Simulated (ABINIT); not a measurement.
**MgS (Niningerite) in ABINIT: the effect of target pressure**

Crystal: MgS (Niningerite).

```
S Mg
1.0
     0.00000    2.60165    2.60165
     2.60165    0.00000    2.60165
     2.60165    2.60165    0.00000
S Mg
1 1
Direct
  0.50000 0.50000 0.50000
  0.00000 0.00000 0.00000
```

Alike in all runs:

| Item | Value |
| --- | --- |
| Program | ABINIT 10.8.3 (patched build) |
| Task | relaxation of cell and atoms |
| Functional | PBE |
| Potentials or basis | JTH PAW PBE v2.0 |
| Cutoff | 544 eV |
| k mesh | 9 × 9 × 9 |
| Occupations | fermi-dirac, width 0.05 eV |
| Spin | no spin polarisation |

Each run relaxes the cell or the atoms first.

| target pressure | relaxed volume (Å³/atom) | gap on the mesh (eV) |
| --- | --- | --- |
| 0 GPa | 17.89 | 2.88 |
| 5 GPa | 16.86 | 3.01 |
| 10 GPa | 16.05 | 3.11 |
| 20 GPa | 14.86 | 3.26 |
| 30 GPa | ? | ? |

What does the run with target pressure 30 GPa give?

Relaxed volume 13.99 Å³/atom; gap on the mesh 3.37 eV.

Worked out: In Murnaghan's law V^(-B') rises as a straight line in P. The other rows fit best with B' = 3.7, V0 = 17.89 Å³/atom and B0 = 75 GPa, which gives 13.99 Å³/atom at 30 GPa, against the run's 13.99. A parabola through the other rows of the gap on the mesh, of slope 0.0022 eV per GPa there, extrapolates to 3.32 eV, against the run's 3.37.

Caveats: an odd mesh through Γ misses points on the zone boundary, where band edges often lie; the volume moved by over 15 % at a fixed basis, so the end points are rough (some runs).
